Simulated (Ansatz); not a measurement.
Co:

```
CELL_PARAMETERS angstrom
2.47200 0.00000 0.00000
-1.23600 2.14081 0.00000
0.00000 0.00000 4.02114
ATOMIC_POSITIONS crystal
Co 0.66667 0.33333 0.75000
Co 0.33333 0.66667 0.25000
```

| Quantity | Value |
| --- | --- |
| Program | Ansatz 0.2.0 |
| Task | relaxation of cell and atoms |
| Functional | revPBE |
| Dispersion | D3(BJ) |
| Potentials or basis | all-electron LAPW, scalar-relativistic |
| Basis error allowed | 0.001 eV/atom |
| k mesh | 12 × 12 × 7 |
| Occupations | fermi-dirac, width 0.05 eV |
| Spin | collinear spin, ferromagnetic start |
| Starting moments | [2.0, 2.0] μB |

At the start: volume 10.64 Å³/atom.

Where does the relaxation end?

Over 5 steps the energy falls by 2.6 meV/atom and the volume is 10.46 Å³/atom (-1.7 %); space group P6_3/mmc (No. 194, to 0.05 Å); moment 3.20 μB per cell.

The path:
| step | energy change (eV) | largest force (eV/Å) | volume (Å³) |
| --- | --- | --- | --- |
| 1 | 0.0000 | 0.0000 | 21.28 |
| 2 | -0.0039 | 0.0000 | 21.10 |
| 3 | -0.0053 | 0.0000 | 20.91 |
| 4 | -0.0053 | 0.0000 | 20.92 |
| 5 | -0.0053 | 0.0000 | 20.92 |

Final structure:
```
Co
1.0
     2.46476    0.00000    0.00000
    -1.23238    2.13454    0.00000
     0.00000    0.00000    3.97658
Co
2
Direct
  0.66667 0.33333 0.75000
  0.33333 0.66667 0.25000
```
